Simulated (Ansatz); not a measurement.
# LiF: how the settings move a single-point run

Question: which choices in the input matter for LiF? The cell is built on a prototype (zincblende) and needn't be the phase found in nature.

Method: reference: DFT, HSE06, plane waves, PAW, in Ansatz 0.2.0.

4 further runs of the same task are left out: 4 that didn't finish.

## Step 1: Starting point

The structure is cubic, space group F-43m (No. 216). The conventional cell has a = 4.289 Å, b = 4.289 Å, c = 4.289 Å, α = 90.00°, β = 90.00°, γ = 90.00°. Around Li (site symmetry -43m) lie 4 F at 1.86 Å. Around F (site symmetry -43m) lie 4 Li at 1.86 Å.

Structure file:

```
CELL_PARAMETERS angstrom
0.00000 2.14461 2.14461
2.14461 0.00000 2.14461
2.14461 2.14461 0.00000
ATOMIC_POSITIONS crystal
Li 0.00000 0.00000 0.00000
F 0.25000 0.25000 0.25000
```

## Step 2: Reference

input.yaml reads:

```yaml
crystal:
  lattice:
    - [0.0, 2.144610548, 2.144610548]
    - [2.144610548, 0.0, 2.144610548]
    - [2.144610548, 2.144610548, 0.0]
  atoms:
    - { symbol: Li, position: [0.0, 0.0, 0.0] }
    - { symbol: F, position: [0.25, 0.25, 0.25] }
kpoints:
  mp_grid: { grid: [4, 4, 4] }
hamiltonian:
  xc: hse06
scf:
  occupations: { method: fixed }
  n_extra_bands: 4
output:
  forces: true
  stress: true
  eigenvalues: true
```

Run with:

```console
ansatz run input.yaml --threads 4 --pin off --max-ram 3686MiB --backend cpu --events-out ev --progress --plain --runs-dir out
```

## Step 3: Changed: mp_grid.grid [8, 8, 8], xc pbesol

input.yaml, as its differences from that of step 2:

```diff
@@ -9,5 +9,5 @@
 kpoints:
-  mp_grid: { grid: [4, 4, 4] }
+  mp_grid: { grid: [8, 8, 8] }
 hamiltonian:
-  xc: hse06
+  xc: pbesol
 scf:
```

## Step 4: Changed: exchange pbe, correlation pbe, coeff 0.15, omega 0.1

input.yaml, as its differences from that of step 2:

```diff
@@ -11,3 +11,3 @@
 hamiltonian:
-  xc: hse06
+  xc: { exchange: pbe, correlation: pbe, exx: { coeff: 0.15, omega: 0.1 } }
 scf:
```

## Step 5: Variant: exchange pbe, correlation pbe, coeff 0.5, omega 0.5

input.yaml, as its differences from that of step 2:

```diff
@@ -11,3 +11,3 @@
 hamiltonian:
-  xc: hse06
+  xc: { exchange: pbe, correlation: pbe, exx: { coeff: 0.5, omega: 0.5 } }
 scf:
```

## Step 6: Changed: exchange pbe, correlation pbe, coeff 0.35, omega 0.2078

input.yaml, as its differences from that of step 2:

```diff
@@ -11,3 +11,6 @@
 hamiltonian:
-  xc: hse06
+  xc:
+    exchange: pbe
+    correlation: pbe
+    exx: { coeff: 0.35, omega: 0.2078 }
 scf:
```

## Step 7: Changed: exchange pbe, correlation pbe, coeff 0.3, omega 0.5

input.yaml, as its differences from that of step 2:

```diff
@@ -11,3 +11,3 @@
 hamiltonian:
-  xc: hse06
+  xc: { exchange: pbe, correlation: pbe, exx: { coeff: 0.3, omega: 0.5 } }
 scf:
```

## Step 8: Changing settings: occupations.method methfessel_paxton, occupations.width 0.05

input.yaml, as its differences from that of step 2:

```diff
@@ -13,3 +13,3 @@
 scf:
-  occupations: { method: fixed }
+  occupations: { method: methfessel_paxton, width: 0.05 }
   n_extra_bands: 4
```

What does the calculation give? Wanted: for each run, ending; energy change; pressure; gap; force.

As calculated:

| run | ending | energy change | pressure (GPa) | gap (eV) | force (eV/Å) | cycles | time |
| --- | --- | --- | --- | --- | --- | --- | --- |
| reference | converged | 0 | 0.8 | 10.11 | 0.00 | 11 | 11 s |
| 1: mp_grid.grid [8, 8, 8], xc pbesol | converged | not comparable | 0.9 | 7.76 | 0.00 | 6 | 2.4 s |
| 2: exchange pbe, correlation pbe, coeff 0.15, omega 0.1 | converged | not comparable | 1.7 | 9.46 | 0.00 | 11 | 10 s |
| 3: exchange pbe, correlation pbe, coeff 0.5, omega 0.5 | converged | not comparable | -1.0 | 10.79 | 0.00 | 12 | 13 s |
| 4: exchange pbe, correlation pbe, coeff 0.35, omega 0.2078 | converged | not comparable | 0.0 | 11.00 | 0.00 | 11 | 11 s |
| 5: exchange pbe, correlation pbe, coeff 0.3, omega 0.5 | converged | not comparable | 0.5 | 9.63 | 0.00 | 12 | 12 s |
| 6: occupations.method methfessel_paxton, occupations.width 0.05 | converged | 0.0 meV/atom (σ→0) | 0.9 | 10.11 | 0.00 | 12 | 11 s |

Residual by cycle in the longest SCF loop of each run; runs are numbered as in the table. The quantity is the density residual dr2, in eV.

| cycle | reference | run 1 | run 2 | run 3 | run 4 | run 5 | run 6 |
| --- | --- | --- | --- | --- | --- | --- | --- |
| 1 | 0.0126 | 0.0202 | 0.00519 | 0.0404 | 0.022 | 0.0173 | 0.0129 |
| 2 | 0.00151 | 0.00305 | 6.1e-4 | 0.00514 | 0.00282 | 0.00201 | 0.00151 |
| 3 | 5.1e-4 | 3.9e-5 | 1.7e-4 | 0.00175 | 0.00104 | 5.8e-4 | 4.8e-4 |
| 4 | 7.0e-5 | 4.0e-7 | 2.5e-5 | 2.3e-4 | 1.2e-4 | 9.1e-5 | 7.2e-5 |
| 5 | 8.5e-6 | 1.0e-8 | 1.7e-6 | 1.1e-4 | 4.9e-5 | 9.0e-6 | 8.4e-6 |
| 6 | 1.4e-5 | 5.8e-11 | 3.1e-6 | 5.4e-8 | 7.5e-8 | 1.9e-5 | 1.4e-5 |
| 7 | 3.4e-7 | - | 2.9e-8 | - | - | 2.9e-7 | 3.3e-7 |

**Reading.** «occupations.method methfessel_paxton, occupations.width 0.05» leaves the energy as it was. Of the variants the dearest is «exchange pbe, correlation pbe, coeff 0.5, omega 0.5» (13 s), the cheapest «mp_grid.grid [8, 8, 8], xc pbesol» (2.4 s), on a shared host.
